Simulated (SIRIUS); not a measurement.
# Hf (Pm-3m) in SIRIUS: further runs

The runs below take Hf through equation of state, with BLYP.

Program: SIRIUS 7.12.0. These are calculated values, not measurements. Logs are shortened: lines on timing, memory, paths and dates and some standing lists are left out, and cuts for length are marked. The log counts tension as positive stress, the text compression.

### 1 The structure

Symmetry: Pm-3m, No. 221, cubic system. Conventional cell: a = 2.914 Å, b = 2.914 Å, c = 2.914 Å, α = 90.00°, β = 90.00°, γ = 90.00°. Hf (site symmetry m-3m) has 6 Hf at 2.91 Å as nearest neighbours.

The cell was built by a generator and needn't be a form met in nature.

### 2 Equation of state, BLYP, 23.25 Å³/atom (volume scaled by 0.94)

Input file sirius.json:

```json
{
  "control": {
    "processing_unit": "cpu",
    "std_evp_solver_name": "lapack",
    "gen_evp_solver_name": "lapack",
    "verbosity": 2,
    "print_forces": false,
    "ortho_rf": true,
    "use_second_variation": true,
    "rmt_max": 3.0,
    "num_bands_to_print": 21,
    "save_wf": true
  },
  "parameters": {
    "electronic_structure_method": "full_potential_lapwlo",
    "xc_functionals": ["XC_GGA_X_B88", "XC_GGA_C_LYP"],
    "core_relativity": "dirac",
    "valence_relativity": "iora",
    "num_fv_states": 21,
    "smearing": "fermi_dirac",
    "smearing_width": 0.0018374661,
    "pw_cutoff": 20,
    "gk_cutoff": 3.47,
    "lmax_apw": 11,
    "lmax_rho": 8,
    "lmax_pot": 8,
    "num_mag_dims": 0,
    "auto_rmt": 0,
    "ngridk": [9, 9, 9],
    "shiftk": [0, 0, 0],
    "num_dft_iter": 80,
    "energy_tol": 1e-07,
    "density_tol": 1e-05,
    "use_symmetry": true
  },
  "settings": {"tol_ne": 1e-10},
  "iterative_solver": {"type": "exact"},
  "mixer": {"type": "anderson", "beta": 0.5, "max_history": 8},
  "unit_cell": {
    "lattice_vectors": [[5.3938978108, 0.0, 0.0], [0.0, 5.3938978108, 0.0], [0.0, 0.0, 5.3938978108]],
    "atom_types": ["Hf"],
    "atom_files": {"Hf": "Hf.json"},
    "atoms": {"Hf": [[0.5, 0.5, 0.5]]}
  }
}
```

Input file Hf.json:

```json
{
  "name": "hafnium",
  "symbol": "Hf",
  "number": 72,
  "mass": 178.49,
  "rmin": 1e-06,
  "rmt": 2.65,
  "nrmt": 800,
  "rinf": 17.22,
  "core": "1s2s2p3s3p3d4s4p4d",
  "valence": [
    {"basis": [{"enu": 0.11, "dme": 0, "n": 0, "auto": 0}, {"enu": 0.11, "dme": 1, "n": 0, "auto": 0}]},
    {"l": 0, "n": 1, "basis": [{"enu": 0.21, "dme": 0, "n": 0, "auto": 0}]},
    {"l": 1, "n": 2, "basis": [{"enu": 0.21, "dme": 0, "n": 0, "auto": 0}]},
    {"l": 2, "n": 3, "basis": [{"enu": 0.21, "dme": 0, "n": 0, "auto": 0}]},
    {"l": 3, "n": 4, "basis": [{"enu": 0.21, "dme": 0, "n": 0, "auto": 0}]},
    {"l": 4, "n": 5, "basis": [{"enu": 0.21, "dme": 0, "n": 0, "auto": 0}]}
  ],
  "lo": [
    {"l": 0, "basis": [{"enu": 0.21, "dme": 0, "n": 0, "auto": 0}, {"enu": 0.21, "dme": 1, "n": 0, "auto": 0}]},
    {
      "l": 0,
      "basis": [{"enu": -2.1407, "dme": 0, "n": 5, "auto": 1}, {"enu": -2.1407, "dme": 1, "n": 5, "auto": 1}]
    },
    {
      "l": 0,
      "basis": [{"enu": -2.1407, "dme": 1, "n": 5, "auto": 1}, {"enu": 0.21, "dme": 0, "n": 0, "auto": 0}]
    },
    {"l": 0, "basis": [{"enu": 0.21, "dme": 0, "n": 0, "auto": 0}, {"enu": 2.4884, "dme": 0, "n": 0, "auto": 0}]},
    {"l": 1, "basis": [{"enu": 0.21, "dme": 0, "n": 0, "auto": 0}, {"enu": 0.21, "dme": 1, "n": 0, "auto": 0}]},
    {
      "l": 1,
      "basis": [{"enu": -0.993, "dme": 0, "n": 5, "auto": 1}, {"enu": -0.993, "dme": 1, "n": 5, "auto": 1}]
    },
    {"l": 1, "basis": [{"enu": -0.993, "dme": 1, "n": 5, "auto": 1}, {"enu": 0.21, "dme": 0, "n": 0, "auto": 0}]},
    {"l": 1, "basis": [{"enu": 0.21, "dme": 0, "n": 0, "auto": 0}, {"enu": 2.8301, "dme": 0, "n": 0, "auto": 0}]},
    {"l": 2, "basis": [{"enu": 0.21, "dme": 0, "n": 0, "auto": 0}, {"enu": 0.21, "dme": 1, "n": 0, "auto": 0}]},
    {"l": 2, "basis": [{"enu": 0.21, "dme": 1, "n": 0, "auto": 0}, {"enu": 0.21, "dme": 2, "n": 0, "auto": 0}]},
    {"l": 2, "basis": [{"enu": 0.21, "dme": 0, "n": 0, "auto": 0}, {"enu": 2.4314, "dme": 0, "n": 0, "auto": 0}]},
    {"l": 3, "basis": [{"enu": 0.21, "dme": 0, "n": 0, "auto": 0}, {"enu": 0.21, "dme": 1, "n": 0, "auto": 0}]},
    {
      "l": 3,
      "basis": [{"enu": -0.3173, "dme": 0, "n": 4, "auto": 1}, {"enu": -0.3173, "dme": 1, "n": 4, "auto": 1}]
    },
    {
      "l": 3,
      "basis": [{"enu": -0.3173, "dme": 1, "n": 4, "auto": 1}, {"enu": 0.21, "dme": 0, "n": 0, "auto": 0}]
    },
    {"l": 3, "basis": [{"enu": 0.21, "dme": 0, "n": 0, "auto": 0}, {"enu": 3.5137, "dme": 0, "n": 0, "auto": 0}]},
    {"l": 4, "basis": [{"enu": 0.21, "dme": 0, "n": 0, "auto": 0}, {"enu": 0.21, "dme": 1, "n": 0, "auto": 0}]},
    {"l": 4, "basis": [{"enu": 0.21, "dme": 0, "n": 0, "auto": 0}, {"enu": 2.9441, "dme": 0, "n": 0, "auto": 0}]}
  ],
  "free_atom": [... radial grid and density of the free atom, the start of the SCF ...]
}
```

Input file sirius_start.json:

```json
{
  "control": {
    "processing_unit": "cpu",
    "std_evp_solver_name": "lapack",
    "gen_evp_solver_name": "lapack",
    "verbosity": 1,
    "print_forces": false,
    "ortho_rf": true,
    "use_second_variation": true,
    "rmt_max": 3.0,
    "num_bands_to_print": 21,
    "save_wf": false
  },
  "parameters": {
    "electronic_structure_method": "full_potential_lapwlo",
    "xc_functionals": ["XC_LDA_X", "XC_LDA_C_PW"],
    "core_relativity": "dirac",
    "valence_relativity": "iora",
    "num_fv_states": 21,
    "smearing": "fermi_dirac",
    "smearing_width": 0.0055123983,
    "pw_cutoff": 20,
    "gk_cutoff": 2.78,
    "lmax_apw": 11,
    "lmax_rho": 8,
    "lmax_pot": 8,
    "num_mag_dims": 0,
    "auto_rmt": 0,
    "ngridk": [4, 4, 4],
    "shiftk": [0, 0, 0],
    "num_dft_iter": 30,
    "energy_tol": 0.01,
    "density_tol": 0.05,
    "use_symmetry": true
  },
  "settings": {"tol_ne": 1e-10},
  "iterative_solver": {"type": "exact"},
  "mixer": {"type": "anderson", "beta": 0.5, "max_history": 8},
  "unit_cell": {
    "lattice_vectors": [[5.3938978108, 0.0, 0.0], [0.0, 5.3938978108, 0.0], [0.0, 0.0, 5.3938978108]],
    "atom_types": ["Hf"],
    "atom_files": {"Hf": "Hf.json"},
    "atoms": {"Hf": [[0.5, 0.5, 0.5]]}
  }
}
```

Potentials or basis: all-electron FP-LAPW, apw+lo standard.

Run with:

```console
OMP_NUM_THREADS=1 sirius.scf --input=sirius_start.json --output=start.json
OMP_NUM_THREADS=1 sirius.scf --input=sirius.json --output=output.json --task=1
```

Log:

```text
[info] SIRIUS version : 7.12.0
[info] number of MPI ranks           : 1
[info] MPI grid                      : 1 1
[info] maximum number of OMP threads : 1
[fft] FFT context for density and potential
[fft] =====================================
[fft]   plane wave cutoff                     : 20
[fft]   grid size                             : 40 40 40   total : 64000
[fft]   grid limits                           : -19 20   -19 20   -19 20
[fft]   number of G-vectors within the cutoff : 21247
[fft]   number of G-shells                    : 596
[fft] FFT context for coarse grid
[fft] =====================================
[fft]   plane wave cutoff                     : 6.94
[fft]   grid size                             : 15 15 15   total : 3375
[fft]   grid limits                           : -7 7   -7 7   -7 7
[fft]   number of G-vectors within the cutoff : 895
[fft]   number of G-shells                    : 40
[unit cell] lattice vectors
[unit cell]   a1 :       5.3938978108      0.0000000000      0.0000000000
[unit cell]   a2 :       0.0000000000      5.3938978108      0.0000000000
[unit cell]   a3 :       0.0000000000      0.0000000000      5.3938978108
[unit cell] reciprocal lattice vectors
[unit cell]   b1 :       1.1648691776      0.0000000000      0.0000000000
[unit cell]   b2 :       0.0000000000      1.1648691776      0.0000000000
[unit cell]   b3 :       0.0000000000      0.0000000000      1.1648691776
[unit cell] unit cell volume :       156.93078350 [a.u.^3]
[unit cell] 1/sqrt(omega)    :         0.07982629
[unit cell] MT volume        :        77.95181491 (49.67%)
[unit cell] IT volume        :        78.97896858 (50.33%)
[unit cell] number of atom types : 1
[unit cell] type id : 0 symbol : Hf mt_radius :   2.650000 num_atoms : 1
[unit cell] total number of atoms : 1
[unit cell] number of symmetry classes : 1
[unit cell] atom id  type id  class id             position                      vector_field
[unit cell] ------------------------------------------------------------------------------------------
[unit cell]      0        0        0      0.50000   0.50000   0.50000      0.00000   0.00000   0.00000
[unit cell] atom id         position (Cartesian, a.u.)
[... 303 lines left out ...]
[diagonalize] ik:    4   -1.945034   -0.818256   -0.774609   -0.774609   -0.104969   -0.104424   -0.102385   -0.102385   -0.101923   -0.099624   -0.099624    0.194715    0.289841    0.328807    0.433328    0.433328    0.579627    0.680868    0.801498    0.956907    1.000723
[diagonalize] ...
[diagonalize] ik:   30   -1.941229   -0.810713   -0.810582   -0.787337   -0.103760   -0.103754   -0.103114   -0.101704   -0.101652   -0.101067   -0.100618    0.229469    0.332665    0.339559    0.389851    0.581521    0.598467    0.703738    0.719854    0.835708    1.021592
[diagonalize] ik:   31   -1.941523   -0.802842   -0.801644   -0.801644   -0.103110   -0.102719   -0.102667   -0.102667   -0.101739   -0.101739   -0.101350    0.254785    0.317615    0.317615    0.478227    0.478227    0.498100    0.720469    0.866322    0.866322    0.996041
[diagonalize] ik:   32   -1.940917   -0.810078   -0.801318   -0.800558   -0.103427   -0.103238   -0.102577   -0.102481   -0.101782   -0.101245   -0.101021    0.254684    0.295904    0.311960    0.481861    0.496713    0.608296    0.686532    0.757707    0.913077    1.001451
[diagonalize] ik:   33   -1.940314   -0.808957   -0.808832   -0.799854   -0.103525   -0.103180   -0.103177   -0.102245   -0.101305   -0.101264   -0.100764    0.248723    0.290733    0.293666    0.493275    0.601673    0.635918    0.647814    0.741553    0.833668    1.036034
[diagonalize] ik:   34   -1.939715   -0.807855   -0.807678   -0.807678   -0.103783   -0.102930   -0.102905   -0.102905   -0.100897   -0.100897   -0.100818    0.261448    0.269452    0.269452    0.603694    0.609961    0.609961    0.667571    0.765572    0.765572    1.028903
[generate_core_charge_density] atom class : 0
[generate_core_charge_density]   n,l,k : 1 0 1  energy :       -2395.92015433
[generate_core_charge_density]   n,l,k : 2 0 1  energy :        -409.07462557
[generate_core_charge_density]   n,l,k : 2 1 1  energy :        -390.66561680
[generate_core_charge_density]   n,l,k : 2 1 2  energy :        -346.84428743
[generate_core_charge_density]   n,l,k : 3 0 1  energy :         -92.80370399
[generate_core_charge_density]   n,l,k : 3 1 1  energy :         -84.64679255
[generate_core_charge_density]   n,l,k : 3 1 2  energy :         -75.25589708
[generate_core_charge_density]   n,l,k : 3 2 2  energy :         -61.45601023
[generate_core_charge_density]   n,l,k : 3 2 3  energy :         -59.40779150
[generate_core_charge_density]   n,l,k : 4 0 1  energy :         -18.27971954
[generate_core_charge_density]   n,l,k : 4 1 1  energy :         -14.93903675
[generate_core_charge_density]   n,l,k : 4 1 2  energy :         -12.78816759
[generate_core_charge_density]   n,l,k : 4 2 2  energy :          -7.30019131
[generate_core_charge_density]   n,l,k : 4 2 3  energy :          -6.90632874
[find] Total energy                   :  -15098.68149355 (Ha),  -30197.36298710 (Ry)
[find] iteration : 1, RMS (target) : 2.6486e-01 (1.0000e-05) , energy difference (target) : 1.1040e-04 (1.0000e-07)
[find] Total energy                   :  -15098.68151561 (Ha),  -30197.36303121 (Ry)
[... 29 lines left out ...]
[find] valence_eval_sum               :      -8.83058146
[find] core_eval_sum                  :   -9224.52439951
[find] kinetic energy                 :   16890.82051822
[find] enuc                           :  -18819.40790550
[find] <rho|V^{XC}>                   :    -405.63607210
[find] <rho|E^{XC}>                   :    -310.82434389
[find] <mag|B^{XC}>                   :       0.00000000
[find] <rho|V^{H}>                    :  -25718.53942707
[find] smearing (-TS)                 :      -0.00052872
[find] SCF correction                 :      -0.00006955
[find] Total energy                   :  -15098.68151426 (Ha),  -30197.36302852 (Ry)
[find] Free energy (E-TS)             :  -15098.68204298 (Ha),  -30197.36408596 (Ry)
[find] band gap (eV)                  :       0.00000000
[find] Efermi                         :       0.32416769
[find] iteration : 12, RMS (target) : 2.2573e-06 (1.0000e-05) , energy difference (target) : 7.4080e-08 (1.0000e-07)
[find] converged after 13 SCF iterations!
[find] Charges and magnetic moments
[find] --------------------------------------------------------------------------------
[find] atom      charge    core leakage
[find] --------------------------------------------------------------------------------
[find]    0   70.284069    1.066345e-06
[find] total core leakage    : 1.06634525e-06
[find] interstitial charge   : 1.715927
[find] total charge          : 71.999996
[find] Energy
[find] --------------------------------------------------------------------------------
[find] valence_eval_sum               :      -8.83058146
[find] core_eval_sum                  :   -9224.52439951
[find] kinetic energy                 :   16890.82051822
[find] enuc                           :  -18819.40790550
[find] <rho|V^{XC}>                   :    -405.63607210
[find] <rho|E^{XC}>                   :    -310.82434389
[find] <mag|B^{XC}>                   :       0.00000000
[find] <rho|V^{H}>                    :  -25718.53942707
[find] smearing (-TS)                 :      -0.00052872
[find] SCF correction                 :      -0.00006955
[find] Total energy                   :  -15098.68151426 (Ha),  -30197.36302852 (Ry)
[find] Free energy (E-TS)             :  -15098.68204298 (Ha),  -30197.36408596 (Ry)
[find] band gap (eV)                  :       0.00000000
[find] Efermi                         :       0.32416769
```

It took 48 s on 1 thread of Arm Neoverse V2, shared host; peak memory 0.33 GiB.

Results:

- Free energy: -410856.0689 eV
- Band gap on the k mesh: none (metal or under the smearing width)
- All electrons inside the program's atomic spheres: Hf 70.28 (radii Hf 2.65 bohr)

### 3 Equation of state, BLYP, 23.75 Å³/atom (volume scaled by 0.96)

sirius.json, as its differences from that of step 2:

```diff
@@ -39,3 +39,3 @@
   "unit_cell": {
-    "lattice_vectors": [[5.3938978108, 0.0, 0.0], [0.0, 5.3938978108, 0.0], [0.0, 0.0, 5.3938978108]],
+    "lattice_vectors": [[5.4318842582, 0.0, 0.0], [0.0, 5.4318842582, 0.0], [0.0, 0.0, 5.4318842582]],
     "atom_types": ["Hf"],
```

Input file Hf.json:

```json
{
  "name": "hafnium",
  "symbol": "Hf",
  "number": 72,
  "mass": 178.49,
  "rmin": 1e-06,
  "rmt": 2.65,
  "nrmt": 800,
  "rinf": 17.22,
  "core": "1s2s2p3s3p3d4s4p4d",
  "valence": [
    {"basis": [{"enu": 0.1, "dme": 0, "n": 0, "auto": 0}, {"enu": 0.1, "dme": 1, "n": 0, "auto": 0}]},
    {"l": 0, "n": 1, "basis": [{"enu": 0.2, "dme": 0, "n": 0, "auto": 0}]},
    {"l": 1, "n": 2, "basis": [{"enu": 0.2, "dme": 0, "n": 0, "auto": 0}]},
    {"l": 2, "n": 3, "basis": [{"enu": 0.2, "dme": 0, "n": 0, "auto": 0}]},
    {"l": 3, "n": 4, "basis": [{"enu": 0.2, "dme": 0, "n": 0, "auto": 0}]},
    {"l": 4, "n": 5, "basis": [{"enu": 0.2, "dme": 0, "n": 0, "auto": 0}]}
  ],
  "lo": [
    {"l": 0, "basis": [{"enu": 0.2, "dme": 0, "n": 0, "auto": 0}, {"enu": 0.2, "dme": 1, "n": 0, "auto": 0}]},
    {
      "l": 0,
      "basis": [{"enu": -2.1507, "dme": 0, "n": 5, "auto": 1}, {"enu": -2.1507, "dme": 1, "n": 5, "auto": 1}]
    },
    {"l": 0, "basis": [{"enu": -2.1507, "dme": 1, "n": 5, "auto": 1}, {"enu": 0.2, "dme": 0, "n": 0, "auto": 0}]},
    {"l": 0, "basis": [{"enu": 0.2, "dme": 0, "n": 0, "auto": 0}, {"enu": 2.4784, "dme": 0, "n": 0, "auto": 0}]},
    {"l": 1, "basis": [{"enu": 0.2, "dme": 0, "n": 0, "auto": 0}, {"enu": 0.2, "dme": 1, "n": 0, "auto": 0}]},
    {
      "l": 1,
      "basis": [{"enu": -1.003, "dme": 0, "n": 5, "auto": 1}, {"enu": -1.003, "dme": 1, "n": 5, "auto": 1}]
    },
    {"l": 1, "basis": [{"enu": -1.003, "dme": 1, "n": 5, "auto": 1}, {"enu": 0.2, "dme": 0, "n": 0, "auto": 0}]},
    {"l": 1, "basis": [{"enu": 0.2, "dme": 0, "n": 0, "auto": 0}, {"enu": 2.8201, "dme": 0, "n": 0, "auto": 0}]},
    {"l": 2, "basis": [{"enu": 0.2, "dme": 0, "n": 0, "auto": 0}, {"enu": 0.2, "dme": 1, "n": 0, "auto": 0}]},
    {"l": 2, "basis": [{"enu": 0.2, "dme": 1, "n": 0, "auto": 0}, {"enu": 0.2, "dme": 2, "n": 0, "auto": 0}]},
    {"l": 2, "basis": [{"enu": 0.2, "dme": 0, "n": 0, "auto": 0}, {"enu": 2.4214, "dme": 0, "n": 0, "auto": 0}]},
    {"l": 3, "basis": [{"enu": 0.2, "dme": 0, "n": 0, "auto": 0}, {"enu": 0.2, "dme": 1, "n": 0, "auto": 0}]},
    {
      "l": 3,
      "basis": [{"enu": -0.3273, "dme": 0, "n": 4, "auto": 1}, {"enu": -0.3273, "dme": 1, "n": 4, "auto": 1}]
    },
    {"l": 3, "basis": [{"enu": -0.3273, "dme": 1, "n": 4, "auto": 1}, {"enu": 0.2, "dme": 0, "n": 0, "auto": 0}]},
    {"l": 3, "basis": [{"enu": 0.2, "dme": 0, "n": 0, "auto": 0}, {"enu": 3.5037, "dme": 0, "n": 0, "auto": 0}]},
    {"l": 4, "basis": [{"enu": 0.2, "dme": 0, "n": 0, "auto": 0}, {"enu": 0.2, "dme": 1, "n": 0, "auto": 0}]},
    {"l": 4, "basis": [{"enu": 0.2, "dme": 0, "n": 0, "auto": 0}, {"enu": 2.9341, "dme": 0, "n": 0, "auto": 0}]}
  ],
  "free_atom": [... radial grid and density of the free atom, the start of the SCF ...]
}
```

sirius_start.json, as its differences from that of step 2:

```diff
@@ -39,3 +39,3 @@
   "unit_cell": {
-    "lattice_vectors": [[5.3938978108, 0.0, 0.0], [0.0, 5.3938978108, 0.0], [0.0, 0.0, 5.3938978108]],
+    "lattice_vectors": [[5.4318842582, 0.0, 0.0], [0.0, 5.4318842582, 0.0], [0.0, 0.0, 5.4318842582]],
     "atom_types": ["Hf"],
```

Potentials or basis: all-electron FP-LAPW, apw+lo standard.

Run with:

```console
OMP_NUM_THREADS=1 sirius.scf --input=sirius_start.json --output=start.json
OMP_NUM_THREADS=1 sirius.scf --input=sirius.json --output=output.json --task=1
```

Run time: 33 s. Hardware: 1 thread of Arm Neoverse V2, shared host; peak memory 0.33 GiB.

Results (log left out):

| Quantity | Value |
| --- | --- |
| Free energy | -410856.0915 eV |
| Band gap on the k mesh | none (metal or under the smearing width) |
| All electrons inside the program's atomic spheres | Hf 70.25 (radii Hf 2.65 bohr) |

[end of part 1 of 3]
